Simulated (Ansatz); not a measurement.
# Ga (P2_1/m) in Ansatz: convergence with wavefunction cutoff

Aim: find how far wavefunction cutoff must go before the results for Ga settle, at PBE. This setting moves, with any that are tied to it; all else stays.

All numbers are computed with Ansatz 0.2.0; they aren't measurements. Logs are shortened: lines on timing, memory, paths and dates and some standing lists are left out, and cuts for length are marked.

### 1 Starting point

It takes space group P2_1/m (No. 11, monoclinic). Conventional cell: a = 2.778 Å, b = 3.282 Å, c = 4.210 Å, α = 90.00°, β = 108.61°, γ = 90.00°. Ga (site symmetry m) has 8 Ga at 2.71 to 2.84 Å as nearest neighbours.

This isn't the form of Ga at room conditions, which is orthorhombic.

### 2 With wavefunction cutoff 200 eV

File input.yaml:

```yaml
crystal:
  lattice:
    - [2.7784220849, 0.0, 0.0]
    - [0.0, 3.28160879, 0.0]
    - [-1.3434310986, 0.0, 3.9902731763]
  atoms:
    - { symbol: Ga, position: [0.13459627, 0.75, 0.77016683] }
    - { symbol: Ga, position: [0.86540373, 0.25, 0.22983317] }
hamiltonian:
  xc: pbe
  pseudopotentials: { kind: paw_fr }
magnetization:
  noncollinear: true
  spin_orbit: true
kpoints:
  mp_grid: { grid: [8, 7, 6] }
scf:
  occupations: { method: cold, width: 0.05 }
output:
  forces: true
  stress: true
  eigenvalues: true
basis:
  ecutwfc: "200 eV"
```

Potentials or basis: Ansatz PAW.

Command:

```bash
ansatz run input.yaml --threads 2 --pin off --max-ram 5632MiB --backend cpu --events-out ev --progress --plain --runs-dir out
```

The log of the run:

```text
Warning: basis.ecutwfc = 200 eV is below the records' recommended 420 eV, and the density's cutoff is lower with it unless basis.ecutrho_ratio is high enough to keep the records' density cutoff: compare with a run at a higher cutoff
Warning: RAYON_NUM_THREADS=2 ignored (pool sized by the plan → 2); use --threads N
Engine: ansatz 0.2.0, aarch64-unknown-linux-gnu
Pseudopotentials: kind: paw_fr
Pseudopotential: Ga, paw_fr, valence charge 13, recommended cutoff 420 eV (normal), Ga.paw.azcp#standard-fr
Functional definition: PBE
  parameter kappa = 0.804
  parameter beta = 0.06672455060314922
  exchange = pbe_x(kappa = kappa, mu = beta*pi^2/3)
  correlation = pbe_c(beta = beta)
non-collinear run that drives no moment, with spin-orbit: no starting moment large enough to seed its density (crystal.atoms[].spin), no starting occupations that ask for one, no magnetisation constraint and no magnetic field, so the semilocal B_xc is pinned to zero
Crystal: 2 atoms, lattice volume = 36.382 Å³
Basis set: ecut = 200 eV, 225 PW (Γ), exchange–correlation on 30×32×40 points (8 copies of the dense FFT grid, shifted against one another)
Bands: 34, of which v1, the nominal top of the filled ones, is band 26 counted from 1 (25 counted from 0)
Symmetry: 4 space group operations + 4 with time reversal
Magnetic group: BNS 11.51 (UNI 58), of the structure as read, at distance tolerance 3.3e-5 Å
k-points: 104 of 336
Projection manifold: j_resolved (fully-relativistic pseudo-atomic orbitals)
Non-local potential: Ga, projectors of the file, l = 0: 2, l = 1: 4, l = 2: 6, l = 3: 2
PAW form: soft (Blöchl's): semilocal exchange-correlation on the pseudo side does not see the compensation charge
PAW one-centre angular grid: Ga, 590 points (default); XC on 64 Gauss nodes
Initial density: superposition of atomic densities (chi_scale 0.1, normalization cell)
[... 20 lines left out ...]
Free energy (F): -7549.767274 eV
Harris-Foulkes:  -7549.767274 eV  (|F-HF|=6.05e-8)
Internal energy: -7549.766840 eV  (E = F + TS)
E sigma→0 (E₀):  -7549.767129 eV
Entropy (-TS):   -0.000433 eV (-0.217 meV/atom)
Fermi energy:    10.098218 eV
--- Per-component energies (eV) ---
  E_band       = -146.987068
  E_kinetic    = 248.335664
  E_local      = -3577.669269  (includes V_loc(G=0)·N_el)
  E_nonlocal   = 934.590974
  E_hartree    = 1688.830690
  E_xc         = -140.993183
  E_vxc        = -119.019507  (∫ρ·V_xc dr)
  E_paw        = -4057.653226  (= ΣΔE_a)
  E_vpaw       = -1010.812141  (= ΣTr[D̂ρ^β])
  E_aug_tail   = -0.092872  (compensation charges beyond the density's cutoff)
  E_ewald      = -2645.115619
  E_smearing   = -0.000433  (= −TS)
  E_closure    = -0.000000  (closes the sum)
  Σ components = -7549.767274   (vs F -7549.767274, Δ=0.00e0)
--- Forces (eV/Å), atoms counted from 1 ---
  atom   1  Ga     0.05564164    -0.00000000     0.17308368
  atom   2  Ga    -0.05564164     0.00000000    -0.17308368
  max |Σ_I F_I| component: 0.00e0 eV/Å
--- Stress (GPa, compression-positive) ---
        1.510498       0.000000       0.382130
        0.000000       2.387452      -0.000000
        0.382130      -0.000000       5.332422
  P = ⅓ Tr σ = 3.0768 GPa (30.768 kbar)
--- Band table (eV; the first three rows and the last of 104) ---
  k-point 0: bands = ["-9.3601", "-9.3601", "-9.2634", "-9.2634", "-9.0793", "-9.0793", "-9.0721", "-9.0721", "-8.8361", "-8.8361", "-8.5833", "-8.5833", "-8.5678", "-8.5678", "-8.5577", "-8.5577", "-8.4049", "-8.4049", "-8.3464", "-8.3464", "-1.4612", "-1.4612", "7.9442", "7.9442", "8.2732", "8.2732", "11.8161", "11.8161", "15.9431", "15.9431", "19.1617", "19.1617", "20.2591", "20.2591"]
  k-point 1: bands = ["-9.3632", "-9.3632", "-9.2667", "-9.2667", "-9.1824", "-9.1824", "-9.0977", "-9.0977", "-8.8159", "-8.8159", "-8.6814", "-8.6814", "-8.6287", "-8.6287", "-8.5430", "-8.5430", "-8.4447", "-8.4447", "-8.3406", "-8.3406", "-1.2018", "-1.2018", "5.2571", "5.2571", "11.2564", "11.2564", "12.1189", "12.1189", "16.3155", "16.3155", "18.2388", "18.2388", "18.9292", "18.9292"]
  k-point 2: bands = ["-9.4593", "-9.4593", "-9.3971", "-9.3971", "-9.2593", "-9.2593", "-9.1960", "-9.1960", "-8.9657", "-8.9657", "-8.8487", "-8.8487", "-8.7615", "-8.7615", "-8.6815", "-8.6815", "-8.5996", "-8.5996", "-8.3965", "-8.3965", "-0.4321", "-0.4321", "2.9034", "2.9034", "12.9812", "12.9812", "14.1598", "14.1598", "16.5838", "16.5838", "17.4073", "17.4073", "17.6113", "17.6113"]
  k-point 103: bands = ["-9.3889", "-9.3889", "-9.3725", "-9.3725", "-9.2598", "-9.2598", "-9.1742", "-9.1742", "-8.8984", "-8.8984", "-8.8072", "-8.8072", "-8.7305", "-8.7305", "-8.6455", "-8.6455", "-8.5558", "-8.5558", "-8.5280", "-8.5280", "6.1391", "6.1391", "7.3199", "7.3199", "8.0278", "8.0278", "9.1239", "9.1239", "11.4785", "11.4785", "12.0767", "12.0767", "14.6021", "14.6021"]
```

It took 3.8 s on 2 threads of Arm Neoverse V2, shared host; peak memory 0.38 GiB.

Results:

| Property | Result |
| --- | --- |
| Free energy | -7549.7673 eV |
| Pressure | 3.1 GPa |
| Largest force | 0.182 eV/Å |
| Band gap on the k mesh | none (metal or under the smearing width) |

### 3 With wavefunction cutoff 250 eV

input.yaml, as its differences from that of step 2:

```diff
@@ -23,2 +23,2 @@
 basis:
-  ecutwfc: "200 eV"
+  ecutwfc: "250 eV"
```

Potentials or basis: Ansatz PAW.

Command:

```bash
ansatz run input.yaml --threads 2 --pin off --max-ram 5632MiB --backend cpu --events-out ev --progress --plain --runs-dir out
```

It took 4.3 s on 2 threads of Arm Neoverse V2, shared host; peak memory 0.4 GiB.

Results:

```yaml
Free_energy: -7563.5983 eV
Pressure: 5.8 GPa
Largest_force: 0.197 eV/Å
Band_gap_on_the_k_mesh: none (metal or under the smearing width)
```

### 4 With wavefunction cutoff 300 eV

input.yaml, as its differences from that of step 3:

```diff
@@ -23,2 +23,2 @@
 basis:
-  ecutwfc: "250 eV"
+  ecutwfc: "300 eV"
```

Command:

```bash
ansatz run input.yaml --threads 2 --pin off --max-ram 5632MiB --backend cpu --events-out ev --progress --plain --runs-dir out
```

Wall time 4.9 s (2 threads of Arm Neoverse V2, shared host); peak memory 0.43 GiB.

Results:

| Quantity | Value |
| --- | --- |
| Free energy | -7565.8984 eV |
| Pressure | 3.6 GPa |
| Largest force | 0.127 eV/Å |
| Band gap on the k mesh | none (metal or under the smearing width) |

### 5 With wavefunction cutoff 350 eV

input.yaml, as its differences from that of step 4:

```diff
@@ -23,2 +23,2 @@
 basis:
-  ecutwfc: "300 eV"
+  ecutwfc: "350 eV"
```

Command:

```bash
ansatz run input.yaml --threads 2 --pin off --max-ram 5632MiB --backend cpu --events-out ev --progress --plain --runs-dir out
```

Run time: 6.4 s. Hardware: 2 threads of Arm Neoverse V2, shared host; peak memory 0.46 GiB.

Results:

```yaml
Free_energy: -7566.1130 eV
Pressure: 3.2 GPa
Largest_force: 0.120 eV/Å
Band_gap_on_the_k_mesh: none (metal or under the smearing width)
```

### 6 With wavefunction cutoff 400 eV

input.yaml, as its differences from that of step 5:

```diff
@@ -23,2 +23,2 @@
 basis:
-  ecutwfc: "350 eV"
+  ecutwfc: "400 eV"
```

Potentials or basis: Ansatz PAW.

Command:

```bash
ansatz run input.yaml --threads 2 --pin off --max-ram 5632MiB --backend cpu --events-out ev --progress --plain --runs-dir out
```

Wall time 7.6 s (2 threads of Arm Neoverse V2, shared host); peak memory 0.48 GiB.

It converged, with:

- Free energy: -7566.1222 eV
- Pressure: 3.2 GPa
- Largest force: 0.123 eV/Å
- Band gap on the k mesh: none (metal or under the smearing width)

### 7 With wavefunction cutoff 450 eV

input.yaml, as its differences from that of step 6:

```diff
@@ -23,2 +23,2 @@
 basis:
-  ecutwfc: "400 eV"
+  ecutwfc: "450 eV"
```

Command:

```bash
ansatz run input.yaml --threads 2 --pin off --max-ram 5632MiB --backend cpu --events-out ev --progress --plain --runs-dir out
```

It took 9 s on 2 threads of Arm Neoverse V2, shared host; peak memory 0.51 GiB.

Results (log left out):

| Item | Value |
| --- | --- |
| Free energy | -7566.1243 eV |
| Pressure | 3.2 GPa |
| Largest force | 0.123 eV/Å |
| Band gap on the k mesh | none (metal or under the smearing width) |

### 8 With wavefunction cutoff 500 eV

input.yaml, as its differences from that of step 7:

```diff
@@ -23,2 +23,2 @@
 basis:
-  ecutwfc: "450 eV"
+  ecutwfc: "500 eV"
```

Command:

```bash
ansatz run input.yaml --threads 2 --pin off --max-ram 5632MiB --backend cpu --events-out ev --progress --plain --runs-dir out
```

Run time: 10 s. Hardware: 2 threads of Arm Neoverse V2, shared host; peak memory 0.54 GiB.

Results (log left out):

```
Free energy            : -7566.1256 eV
Pressure               : 3.2 GPa
Largest force          : 0.123 eV/Å
Band gap on the k mesh : none (metal or under the smearing width)
```

### 9 With wavefunction cutoff 600 eV

input.yaml, as its differences from that of step 8:

```diff
@@ -23,2 +23,2 @@
 basis:
-  ecutwfc: "500 eV"
+  ecutwfc: "600 eV"
```

Potentials or basis: Ansatz PAW.

Command:

```bash
ansatz run input.yaml --threads 2 --pin off --max-ram 5632MiB --backend cpu --events-out ev --progress --plain --runs-dir out
```

It took 13 s on 2 threads of Arm Neoverse V2, shared host; peak memory 0.61 GiB.

Results (log left out):

```yaml
Free_energy: -7566.1260 eV
Pressure: 3.2 GPa
Largest_force: 0.123 eV/Å
Band_gap_on_the_k_mesh: none (metal or under the smearing width)
```

### 10 With wavefunction cutoff 800 eV

input.yaml, as its differences from that of step 9:

```diff
@@ -23,2 +23,2 @@
 basis:
-  ecutwfc: "600 eV"
+  ecutwfc: "800 eV"
```

Command:

```bash
ansatz run input.yaml --threads 2 --pin off --max-ram 5632MiB --backend cpu --events-out ev --progress --plain --runs-dir out
```

Wall time 22 s (2 threads of Arm Neoverse V2, shared host); peak memory 0.77 GiB.

Results (log left out):

```
Free energy            : -7566.1261 eV
Pressure               : 3.2 GPa
Largest force          : 0.123 eV/Å
Band gap on the k mesh : none (metal or under the smearing width)
```

### 11 Summary

```tsv
wavefunction cutoff	energy less the tightest run, at zero smearing (meV/atom)	pressure (GPa)	largest force (eV/Å)	SCF cycles	CPU time (s)	peak memory (GiB)
200 eV	8179.37	3.08	0.182	8	7.4	0.38
250 eV	1263.87	5.79	0.197	8	8.4	0.4
300 eV	113.84	3.64	0.127	7	9.6	0.43
350 eV	6.51	3.22	0.120	7	13	0.46
400 eV	1.94	3.20	0.123	8	15	0.48
450 eV	0.89	3.19	0.123	8	18	0.51
500 eV	0.23	3.19	0.123	8	20	0.54
600 eV	0.05	3.19	0.123	8	26	0.61
800 eV	0.00	3.19	0.123	8	44	0.77
```

Against the tightest run, the energy stays within 1 meV/atom from 450 eV on; the pressure stays within 0.1 GPa from 350 eV on; the largest force stays within 0.005 eV/Å from 300 eV on. The tightest run that finished is the yardstick and may itself not be fully converged.
